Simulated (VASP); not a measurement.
**EuS: single point with LDA+U**

The system is EuS.

```
CELL_PARAMETERS angstrom
0.00000 2.97850 2.97850
2.97850 0.00000 2.97850
2.97850 2.97850 0.00000
ATOMIC_POSITIONS crystal
Eu 0.50000 0.50000 0.50000
S 0.00000 0.00000 0.00000
```

The cell was built by a generator and isn't the measured one.

* Program: VASP 6.6.1
* Task: single point
* Functional: LDA
* Potentials or basis: VASP PAW PBE potentials, release 64 (Eu, S)
* Cutoff: 520 eV
* k mesh: 6 × 6 × 6
* Occupations: gaussian, width 0.05 eV
* Spin: collinear spin, twin_end start
* Starting moments: [7.55, -0.06] μB
* Hubbard terms: Eu f U = 8.0 eV, J = 0.9 eV
* Dipole correction: no
* LDAUTYPE: 1
* Hund's J: 0.9
* Further INCAR settings: ALGO = Normal; EDIFF = 1e-06; NBANDS = 22

The pressure is -3.5 GPa and the band gap on the k mesh is 0.55 eV, indirect (least direct gap 0.88 eV). The net moment is 7.00 μB per cell and the site moments are Eu +6.75; S -0.05 μB. The valence electrons inside the program's atomic spheres are Eu 14.84; S 3.72.

Levels at points of the mesh, in eV from the valence-band top:
Spin up:
| k point | band 13 | band 14 | band 15 | band 16 | band 17 | band 18 |
| --- | --- | --- | --- | --- | --- | --- |
| (0.00, 0.00, 0.00) | 0.00 | 0.00 | 0.00 | 2.14 | 2.49 | 2.49 |
| (0.50, 0.00, 0.00) | -0.74 | -0.71 | -0.70 | 4.24 | 4.69 | 5.17 |
| (0.50, 0.50, 0.00) | -0.73 | -0.33 | -0.33 | 0.55 | 4.58 | 4.61 |
Spin down:
```tsv
k point	band 5	band 6	band 7	band 8	band 9	band 10	band 11	band 12
(0.00, 0.00, 0.00)	-12.06	-1.18	-1.18	-1.18	2.46	3.05	3.05	3.05
(0.50, 0.00, 0.00)	-10.99	-3.89	-2.42	-2.42	4.34	5.26	6.01	6.01
(0.50, 0.50, 0.00)	-11.71	-2.38	-1.56	-1.56	0.97	5.07	5.38	6.89
```

Eigenvalues of the final occupation matrices:
| site | spin | trace | eigenvalues |
| --- | --- | --- | --- |
| site 1 f | 1 | 6.83 | 0.98 0.98 0.98 0.98 0.98 0.98 0.98 |
| site 1 f | 2 | 0.01 | 0.00 0.00 0.00 0.00 0.00 0.00 0.00 |

Wall time 23 s on 1 thread of Intel(R) Xeon(R) 6975P-C (Granite Rapids), with other jobs on the host, peak memory 0.18 GiB.

Caveat: the PAW data sets were made with another functional, which shifts forces and pressure a little; spin-orbit coupling is left out, which moves the levels of the heavy elements; a cell with one magnetic atom can't hold antiferromagnetic order, which such compounds often take. A k mesh can miss the band edges.
